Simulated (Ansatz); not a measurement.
**One structure, 3 elements: ZnS, CdS, HgS**

Plane-wave DFT in Ansatz with scalar-relativistic PAW potentials, cutoff 500 eV, Γ-centred meshes chosen by cell and gap, Gaussian smearing with energies taken to zero width. Every cell was relaxed (cell and atoms) in a run of its own, within the symmetry of its start. Functional: r2SCAN.

All members share space group F-43m and the same sites; only the element on one set of sites changes (Zn, Cd, Hg). Members needn't be the stable form of their composition. Energies over the elements, where given, are against the elements' standard states in the same functional (H₂, N₂, O₂ and halogens uncorrected, Hg as a solid). The first member:

Space group F-43m (No. 216). a = 5.388 Å, b = 5.388 Å, c = 5.388 Å, α = 90.00°, β = 90.00°, γ = 90.00°
```csv
atom,site,symmetry,x,y,z
Zn,4a,-43m,0.0000,0.0000,0.0000
S,4c,-43m,0.2500,0.2500,0.2500
```

| compound | V (Å³/atom) | a (Å) | gap on mesh (eV) | energy over elements (eV/atom) |
| --- | --- | --- | --- | --- |
| ZnS | 19.56 | 5.388 | 2.70 | -0.982 |
| HgS | 26.03 | 5.927 | 0.00 | -0.210 |

**Question.** Predict the member with Cd.

**Answer.** V (Å³/atom) 25.39, a (Å) 5.879, gap on mesh (eV) 1.54, energy over elements (eV/atom) -0.807. Interpolating linearly in period between Zn and Hg would give 22.79 Å³/atom (10.2 % too small), with -0.596 eV/atom over the elements. Over the whole series the volume grows at each step down the group; a gap opens only for Zn, Cd (gaps under about 0.1 eV aren't resolved; a zero can be real, or an error of the semilocal functional, which closes small gaps); binding against the elements weakens. Hg is hardly larger than Cd here (26.03 against 25.39 Å³/atom), as one expects from the lanthanide contraction and relativistic shrinking of 6s.

Spin-orbit coupling is left out, which matters for the bands of heavy elements.